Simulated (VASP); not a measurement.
MoP:

```xyz
2
Lattice="3.2230 0.0000 0.0000 -1.6115 2.7912 0.0000 0.0000 0.0000 3.1910" Properties=species:S:1:pos:R:3 pbc="T T T"
Mo    0.0000    0.0000    0.0000
P     0.0000    1.8608    1.5955
```

* Program: VASP 6.6.1
* Task: single point
* Functional: PBE
* Potentials or basis: VASP PAW PBE potentials, release 64 (Mo_sv, P)
* Cutoff: 520 eV
* k mesh: 10 × 10 × 8
* Occupations: fermi-dirac, width 0.05 eV
* Spin: no spin polarisation

On this cell: pressure 2.7 GPa; largest force under 0.003 eV/Å; band gap on the k mesh none (metal or under the smearing width).

The same run follows on a disturbed copy (atoms moved at random, drawn with an rms of 0.05 Å):

```
Mo P
1.0
     3.22300    0.00000    0.00000
    -1.61150    2.79120    0.00000
     0.00000    0.00000    3.19100
Mo P
1 1
Direct
  0.99571 0.00610 0.00142
  0.32258 0.67395 0.49012
```

Question: What does the disturbed cell give?

Answer: The energy (extrapolated to zero smearing) moves by +6.4 meV/atom; pressure 2.9 GPa; largest force 0.599 eV/Å; band gap on the k mesh none (metal or under the smearing width).

Forces on the atoms (eV/Å):
```
Mo  -0.330  0.052 -0.497
P    0.330 -0.052  0.497
```

Stress tensor (GPa, compression positive):
```
 3.24 -0.95  0.22
-0.95  2.97 -0.04
 0.22 -0.04  2.48
```
